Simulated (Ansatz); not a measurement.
**I under changes of volume**

One of the cells (44.630 Å³/atom); the others are scaled copies at fixed shape and fractional positions:

```
CELL_PARAMETERS angstrom
-1.61746 1.61746 4.26481
1.61746 -1.61746 4.26481
1.61746 1.61746 -4.26481
ATOMIC_POSITIONS crystal
I 0.00000 0.00000 0.00000
```

```yaml
Program: Ansatz 0.2.0
Functional: PBE
Potentials_or_basis: Ansatz PAW
Cutoff: "420 eV (not typed: the program's choice for these potentials)"
k_mesh: 11 × 11 × 11
Occupations: fermi-dirac, width 0.05 eV
Spin: no spin polarisation
```

```csv
volume (Å³/atom),energy over the lowest point (meV/atom),pressure (GPa)
41.952,15.34,1.8
42.845,7.05,1.2
43.737,?,?
44.630,0.00,0.1
45.522,0.51,-0.3
46.415,3.29,-0.7
47.308,8.07,-1.0
```

Problem. What does the run at 43.737 Å³/atom give?

Solution. Energy over the lowest point 2.07 meV/atom; pressure 0.6 GPa.

Worked out: A Birch-Murnaghan fit of order 3 (a polynomial in V^(-2/3)) to the other rows has its minimum at 44.89 Å³/atom with B0 = V·E''(V) = 22 GPa and B' = 5.3 at fixed shape and positions, which overstates the stiffness. It gives 2.07 meV/atom at 43.737 Å³/atom, against the run's 2.07, and -dE/dV = 0.6 GPa, against 0.6.

Energies are extrapolated to zero smearing.

Caveats: an odd number of electrons without spin polarisation forces a metal; a magnetic or distorted state may lie lower.
